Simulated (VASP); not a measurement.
# PbSe (Pm-3m) in VASP: further runs

The runs below take PbSe through single point, with PBEsol.

All numbers are computed with VASP 6.6.1; they aren't measurements. Logs are shortened: lines on timing, memory, paths and dates and some standing lists are left out, and cuts for length are marked.

### Step 1. The structure

It takes space group Pm-3m (No. 221, cubic). Conventional cell: a = 3.784 Å, b = 3.784 Å, c = 3.784 Å, α = 90.00°, β = 90.00°, γ = 90.00°. Pb (site symmetry m-3m) has 8 Se at 3.28 Å as nearest neighbours. Se (site symmetry m-3m) is surrounded by 8 Pb at 3.28 Å.

Measurements of this composition are mostly on another form, of space group No. 225.

### Step 2. Single point, PBEsol

Contents of INCAR:

```
SYSTEM = PbSe
  ADDGRID = .False.
  ALGO = Normal
  EDIFF = 1E-6
  ENCUT = 340
  GGA = PS
  ISIF = 2
  ISMEAR = 0
  LASPH = .True.
  LCHARG = .False.
  LREAL = .False.
  LWAVE = .False.
  NELM = 100
  PREC = Accurate
  SIGMA = 0.05
```

Contents of KPOINTS:

```
k-points
0
Gamma
  2 2 2
  0 0 0
```

Contents of POSCAR:

```
PbSe
1.0
    3.7843220000      0.0000000000      0.0000000000
    0.0000000000      3.7843220000      0.0000000000
    0.0000000000      0.0000000000      3.7843220000
Pb Se
1 1
Direct
    0.0499830000      0.0304240000      0.0268320000
    0.4857650000      0.4915870000      0.4882140000
```

Potentials or basis: VASP PAW PBE potentials, release 64 (Pb_d, Se).

Started as:

```sh
$ cat potpaw_PBE.64/Pb_d/POTCAR potpaw_PBE.64/Se/POTCAR > POTCAR
$ mpirun -np 1 vasp_std > vasp.out
```

OUTCAR:

```text
SYSTEM = PbSe
   EDIFF = 1E-6
   ENCUT = 340
   GGA = PS
   ISIF = 2
   ISMEAR = 0
   LASPH = .True.
   LREAL = .False.
   NELM = 100
   PREC = Accurate

 Found      8 irreducible k-points:

 Following reciprocal coordinates:
            Coordinates               Weight
  0.000000  0.000000  0.000000      1.000000
  0.500000  0.000000  0.000000      1.000000
  0.000000  0.500000  0.000000      1.000000
  0.000000  0.000000  0.500000      1.000000
  0.500000  0.500000  0.000000      1.000000
  0.000000  0.500000  0.500000      1.000000
   k-points           NKPTS =      8   k-points in BZ     NKDIM =      8   number of bands    NBANDS=     14
   number of dos      NEDOS =    301   number of ions     NIONS =      2
   total plane-waves  NPLWV =  13824
   dimension x,y,z NGX =    24 NGY =   24 NGZ =   24
   dimension x,y,z NGXF=    48 NGYF=   48 NGZF=   48
   ions per type =               1   1
   NGX,Y,Z   is equivalent  to a cutoff of  10.54, 10.54, 10.54 a.u.
   NGXF,Y,Z  is equivalent  to a cutoff of  21.09, 21.09, 21.09 a.u.
 SYSTEM =  PbSe
   PREC   = accura    normal or accurate (medium, high low for compatibility)
   ISTART =      0    job   : 0-new  1-cont  2-samecut
   ICHARG =      2    charge: 1-file 2-atom 10-const
   ISPIN  =      1    spin polarized calculation?
   LNONCOLLINEAR =      F non collinear calculations
   LSORBIT =      F    spin-orbit coupling
   LASPH  =      T    aspherical Exc in radial PAW
   ENCUT  =  340.0 eV  24.99 Ry    5.00 a.u.   5.69  5.69  5.69*2*pi/ulx,y,z
   NELM   =    100;   NELMIN=  2; NELMDL= -5     # of ELM steps
   EDIFF  = 0.1E-05   stopping-criterion for ELM
   LREAL  =      F    real-space projection
   EDIFFG = 0.1E-04   stopping-criterion for IOM
   NSW    =      0    number of steps for IOM
   IBRION =     -1    ionic relax: 0-MD 1-quasi-New 2-CG
   NFREE  =      0    steps in history (QN), initial steepest desc. (CG)
   ISIF   =      2    stress and relaxation
   ISYM   =      2    0-nonsym 1-usesym 2-fastsym
   POTIM  = 0.5000    time-step for ionic-motion
   TEBEG  =    0.0;   TEEND  =   0.0 temperature during run
   PSTRESS=    0.0 pullay stress
   NELECT =      20.0000    total number of electrons
   NUPDOWN=      -1.0000    fix difference up-down
   EMIN   =  10.00;   EMAX   =-10.00  energy-range for DOS
   EFERMI =   0.00;   METHOD = LEGACY
   ISMEAR =     0;   SIGMA  =   0.05  broadening in eV -4-tet -1-fermi 0-gaus
   EFERMI_NEDOS =   21; number of points for ismear=-14 and -15
   IALGO  =     38    algorithm
   IMIX   =      4    mixing-type and parameters
     AMIX     =   0.40;   BMIX     =  1.00
     AMIX_MAG =   1.60;   BMIX_MAG =  1.00
  volume/ion in A,a.u.               =      27.10       182.87
  Fermi-wavevector in a.u.,A,eV,Ry     =   1.174258  2.219025 18.760817  1.378881
  Thomas-Fermi vector in A             =   2.310658
   LORBIT       =      0    0 simple, 1 ext, 2 COOP (PROOUT), +10 PAW based schemes
   GGA     = PS    functional components
   LHFCALC =     F    Hartree Fock is set to
   AEXX    =    0.0000 exact exchange contribution
   IVDW    =     0    specifies the selected vdW correction
   LEPSILON=     F    determine dielectric tensor
   LRPA    =     F    only Hartree local field effects (RPA)
 non-spin polarized calculation
 Gauss-broadening in eV      SIGMA  =   0.05
  energy-cutoff  :      340.00
  volume of cell :       54.20
 maximum number of plane-waves:       804
 NGX is ok and might be reduce to    24
   NGX = 11   NGY = 11   NGZ = 11

 number of electron      20.0000003 magnetization

 Free energy of the ion-electron system (eV)
  ---------------------------------------------------
  ext. energy  EPLUGINS =         0.00000000
  ---------------------------------------------------
  free energy    TOTEN  =        -7.30359862 eV

  energy without entropy =       -7.29395549  energy(sigma->0) =       -7.29877706

 E-fermi :   5.0274     XC(G=0): -10.0868

 val. band max:        4.8823532537   @ k =   0.5000   0.5000   0.5000
 cond. band min:       5.0416168952   @ k =   0.0000   0.5000   0.5000
 fundamental gap:      0.1592636415
 Fermi energy:         5.0274009106

 k-point     1 :       0.0000    0.0000    0.0000
  band No.  band energies     occupation
      1     -11.4126      2.00000
      2     -11.4090      2.00000
      3     -11.3038      2.00000
      4     -11.2465      2.00000
      5     -11.2425      2.00000
      6      -8.1794      2.00000
      7      -1.7503      2.00000
      8       3.5306      2.00000
      9       3.6358      2.00000
     10       3.6996      2.00000
     11       9.4534      0.00000
     12       9.7930      0.00000
     13      11.4651      0.00000
     14      11.8057      0.00000

 k-point     2 :       0.5000    0.0000    0.0000
  band No.  band energies     occupation
      1     -11.4067      2.00000
      2     -11.3432      2.00000
      3     -11.3003      2.00000
      4     -11.2863      2.00000
      5     -11.2442      2.00000
      6      -7.1967      2.00000
      7      -3.5922      2.00000
      8       4.4542      2.00000
      9       4.7158      2.00000
     10       4.7305      2.00000
     11       5.6416      0.00000
     12       8.8203      0.00000
     13       8.8224      0.00000
     14      11.5903      0.00000

 k-point     3 :       0.0000    0.5000    0.0000
  band No.  band energies     occupation
      1     -11.4041      2.00000
      2     -11.3463      2.00000
      3     -11.2985      2.00000
      4     -11.2885      2.00000
      5     -11.2441      2.00000
      6      -7.1548      2.00000
      7      -3.6873      2.00000
      8       4.4597      2.00000
      9       4.7556      2.00000
     10       4.8348      2.00000
     11       5.6654      0.00000
     12       8.7181      0.00000
     13       8.8178      0.00000
     14      11.6047      0.00000

 k-point     4 :       0.0000    0.0000    0.5000
  band No.  band energies     occupation
      1     -11.4042      2.00000
      2     -11.3464      2.00000
      3     -11.2985      2.00000
      4     -11.2885      2.00000
      5     -11.2441      2.00000
      6      -7.1545      2.00000
      7      -3.6880      2.00000
      8       4.4597      2.00000
      9       4.7558      2.00000
     10       4.8355      2.00000
     11       5.6657      0.00000
     12       8.7180      0.00000
     13       8.8172      0.00000
     14      11.6048      0.00000

 k-point     5 :       0.5000    0.5000    0.0000
  band No.  band energies     occupation
      1     -11.4240      2.00000
      2     -11.3510      2.00000
      3     -11.3040      2.00000
      4     -11.2909      2.00000
      5     -11.2027      2.00000
      6      -6.5066      2.00000
      7      -2.2802      2.00000
      8       0.7756      2.00000
      9       0.9829      2.00000
     10       5.0431      0.65618
     11       9.1805      0.00000
     12       9.3267      0.00000
     13      10.1632      0.00000
     14      11.9623      0.00000

 k-point     6 :       0.0000    0.5000    0.5000
  band No.  band energies     occupation
      1     -11.4324      2.00000
      2     -11.3459      2.00000
      3     -11.3045      2.00000
      4     -11.2871      2.00000
      5     -11.2068      2.00000
      6      -6.4873      2.00000
      7      -2.2326      2.00000
      8       0.7531      2.00000
      9       0.8598      2.00000
     10       5.0416      0.68762
     11       9.2984      0.00000
     12       9.4072      0.00000
     13      10.2135      0.00000
     14      11.8894      0.00000

 [... further k-points ...]

------------------------ aborting loop because EDIFF is reached ----------------------------------------

  FORCE on cell =-STRESS in cart. coord.  units (eV):
  Direction    XX          YY          ZZ          XY          YZ          ZX
  --------------------------------------------------------------------------------------
  -------------------------------------------------------------------------------------
  Total        0.5226000      0.5387343      0.5390479      0.3627874      0.0632003      0.3592397
  in kB       15.4495473     15.9265230     15.9357924     10.7250306      1.8683809     10.6201496
  external PRESSURE =      15.7706209 kB  Pullay stress =       0.0000000 kB

 VOLUME and BASIS-vectors are now :
 -----------------------------------------------------------------------------
  energy-cutoff  :      340.00
  volume of cell :       54.20
      direct lattice vectors                 reciprocal lattice vectors
     3.784322000  0.000000000  0.000000000     0.264248127  0.000000000  0.000000000
     0.000000000  3.784322000  0.000000000     0.000000000  0.264248127  0.000000000
     0.000000000  0.000000000  3.784322000     0.000000000  0.000000000  0.264248127

 POSITION                                       TOTAL-FORCE (eV/Angst)
 -----------------------------------------------------------------------------------
      0.18915      0.11513      0.10154         0.675079      0.542230      0.541205
      1.83829      1.86032      1.84756        -0.675079     -0.542230     -0.541205
 -----------------------------------------------------------------------------------
    total drift:                                0.000159      0.000373      0.000042

  FREE ENERGIE OF THE ION-ELECTRON SYSTEM (eV)
  ---------------------------------------------------
  free  energy   TOTEN  =        -7.3035986221 eV

  energy  without entropy=       -7.2939554948  energy(sigma->0) =       -7.29877706
```

It took 4.4 s on 1 thread of Intel Xeon Platinum 8488C (Sapphire Rapids), shared host; peak memory 0.13 GiB.

These settings aren't checked as converged: the numbers below hold their error.

What came out:

```yaml
Free_energy: -7.3036 eV
Pressure: 1.6 GPa
Largest_force: 1.021 eV/Å
Band_gap_on_the_k_mesh: none (metal or under the smearing width)
```

Caveat: the k mesh is coarse (spacing up to 0.83 Å⁻¹), so the values aren't converged; the PAW data sets were made with another functional, which shifts forces and pressure a little.

### Step 3. Single point, PBEsol

Changes to INCAR since step 2:

```diff
@@ -4,3 +4,3 @@
   EDIFF = 1E-6
-  ENCUT = 340
+  ENCUT = 400
   GGA = PS
```

KPOINTS is that of step 2.

Contents of POSCAR:

```
PbSe
1.0
    3.7843220000      0.0000000000      0.0000000000
    0.0000000000      3.7843220000      0.0000000000
    0.0000000000      0.0000000000      3.7843220000
Pb Se
1 1
Direct
    0.0000000000      0.0000000000      0.0000000000
    0.5000000000      0.5000000000      0.5000000000
```

Potentials or basis: VASP PAW PBE potentials, release 64 (Pb_d, Se).

Started as:

```sh
$ cat potpaw_PBE.64/Pb_d/POTCAR potpaw_PBE.64/Se/POTCAR > POTCAR
$ mpirun -np 1 vasp_std > vasp.out
```

OUTCAR:

```text
SYSTEM = PbSe
   EDIFF = 1E-6
   ENCUT = 400
   GGA = PS
   ISIF = 2
   ISMEAR = 0
   LASPH = .True.
   LREAL = .False.
   NELM = 100
   PREC = Accurate

 Found      4 irreducible k-points:

 Following reciprocal coordinates:
            Coordinates               Weight
  0.000000  0.000000  0.000000      1.000000
  0.500000  0.000000  0.000000      3.000000
  0.500000  0.500000  0.000000      3.000000
  0.500000  0.500000  0.500000      1.000000
[... 144 lines left out ...]

  FORCE on cell =-STRESS in cart. coord.  units (eV):
  Direction    XX          YY          ZZ          XY          YZ          ZX
  --------------------------------------------------------------------------------------
  -------------------------------------------------------------------------------------
  Total        0.0206007      0.0206007      0.0206007      0.0000000      0.0000000     -0.0000000
  in kB        0.6090157      0.6090157      0.6090157      0.0000000      0.0000000     -0.0000000
  external PRESSURE =       0.6090157 kB  Pullay stress =       0.0000000 kB

 VOLUME and BASIS-vectors are now :
 -----------------------------------------------------------------------------
  energy-cutoff  :      400.00
  volume of cell :       54.20
      direct lattice vectors                 reciprocal lattice vectors
     3.784322000  0.000000000  0.000000000     0.264248127  0.000000000  0.000000000
     0.000000000  3.784322000  0.000000000     0.000000000  0.264248127  0.000000000
     0.000000000  0.000000000  3.784322000     0.000000000  0.000000000  0.264248127

 POSITION                                       TOTAL-FORCE (eV/Angst)
 -----------------------------------------------------------------------------------
      0.00000      0.00000      0.00000         0.000000      0.000000      0.000000
      1.89216      1.89216      1.89216         0.000000      0.000000      0.000000
 -----------------------------------------------------------------------------------
    total drift:                               -0.000000      0.000000     -0.000000

  FREE ENERGIE OF THE ION-ELECTRON SYSTEM (eV)
  ---------------------------------------------------
  free  energy   TOTEN  =        -7.1297373878 eV

  energy  without entropy=       -7.1290688483  energy(sigma->0) =       -7.12940312
```

Wall time 4.6 s (1 thread of Intel Xeon Platinum 8488C (Sapphire Rapids), shared host); peak memory 0.14 GiB.

These settings aren't checked as converged: the numbers below hold their error.

What came out:

```
Free energy            : -7.1297 eV
Pressure               : 0.1 GPa
Band gap on the k mesh : none (metal or under the smearing width)
```

Caveat: the k mesh is coarse (spacing up to 0.83 Å⁻¹), so the values aren't converged; the PAW data sets were made with another functional, which shifts forces and pressure a little.

### Step 4. Single point, PBEsol

INCAR is that of step 3.

KPOINTS is that of step 3.

Contents of POSCAR:

```
PbSe
1.0
    3.7843220000      0.0000000000      0.0000000000
    0.0000000000      3.7843220000      0.0000000000
    0.0000000000      0.0000000000      3.7843220000
Pb Se
1 1
Direct
    0.0499830000      0.0304240000      0.0268320000
    0.4857650000      0.4915870000      0.4882140000
```

Started as:

```sh
$ cat potpaw_PBE.64/Pb_d/POTCAR potpaw_PBE.64/Se/POTCAR > POTCAR
$ mpirun -np 1 vasp_std > vasp.out
```

It took 6 s on 1 thread of Intel Xeon Platinum 8488C (Sapphire Rapids), shared host; peak memory 0.14 GiB.

The run converged, but some of its settings lie outside the range that counts as converged, so its numbers aren't taken as properties of the crystal.

What came out:

| Quantity | Value |
| --- | --- |
| Free energy | -7.3044 eV |
| Pressure | 1.9 GPa |
| Largest force | 1.021 eV/Å |
| Band gap on the k mesh | none (metal or under the smearing width) |

Caveat: the k mesh is coarse (spacing up to 0.83 Å⁻¹), so the values aren't converged; the PAW data sets were made with another functional, which shifts forces and pressure a little.

### Step 5. Single point, PBEsol

Changes to INCAR since step 4:

```diff
@@ -4,3 +4,3 @@
   EDIFF = 1E-6
-  ENCUT = 400
+  ENCUT = 460
   GGA = PS
```

KPOINTS is that of step 4.

Contents of POSCAR:

```
PbSe
1.0
    3.7843220000      0.0000000000      0.0000000000
    0.0000000000      3.7843220000      0.0000000000
    0.0000000000      0.0000000000      3.7843220000
Pb Se
1 1
Direct
    0.0000000000      0.0000000000      0.0000000000
    0.5000000000      0.5000000000      0.5000000000
```

Started as:

```sh
$ cat potpaw_PBE.64/Pb_d/POTCAR potpaw_PBE.64/Se/POTCAR > POTCAR
$ mpirun -np 1 vasp_std > vasp.out
```

Wall time 4.9 s (1 thread of Intel Xeon Platinum 8488C (Sapphire Rapids), shared host); peak memory 0.15 GiB.

These settings aren't checked as converged: the numbers below hold their error.

What came out:

| Quantity | Value |
| --- | --- |
| Free energy | -7.1302 eV |
| Pressure | 0.1 GPa |
| Band gap on the k mesh | none (metal or under the smearing width) |

Caveat: the k mesh is coarse (spacing up to 0.83 Å⁻¹), so the values aren't converged; the PAW data sets were made with another functional, which shifts forces and pressure a little.

### Step 6. Single point, PBEsol

INCAR is that of step 5.

KPOINTS is that of step 5.

Contents of POSCAR:

```
PbSe
1.0
    3.7843220000      0.0000000000      0.0000000000
    0.0000000000      3.7843220000      0.0000000000
    0.0000000000      0.0000000000      3.7843220000
Pb Se
1 1
Direct
    0.0499830000      0.0304240000      0.0268320000
    0.4857650000      0.4915870000      0.4882140000
```

Potentials or basis: VASP PAW PBE potentials, release 64 (Pb_d, Se).

Started as:

```sh
$ cat potpaw_PBE.64/Pb_d/POTCAR potpaw_PBE.64/Se/POTCAR > POTCAR
$ mpirun -np 1 vasp_std > vasp.out
```

Run time: 6.5 s. Hardware: 1 thread of Intel Xeon Platinum 8488C (Sapphire Rapids), shared host; peak memory 0.14 GiB.

The run converged, but some of its settings lie outside the range that counts as converged, so its numbers aren't taken as properties of the crystal.

What came out:

```
Free energy            : -7.3049 eV
Pressure               : 1.9 GPa
Largest force          : 1.021 eV/Å
Band gap on the k mesh : none (metal or under the smearing width)
```

Caveat: the k mesh is coarse (spacing up to 0.83 Å⁻¹), so the values aren't converged; the PAW data sets were made with another functional, which shifts forces and pressure a little.
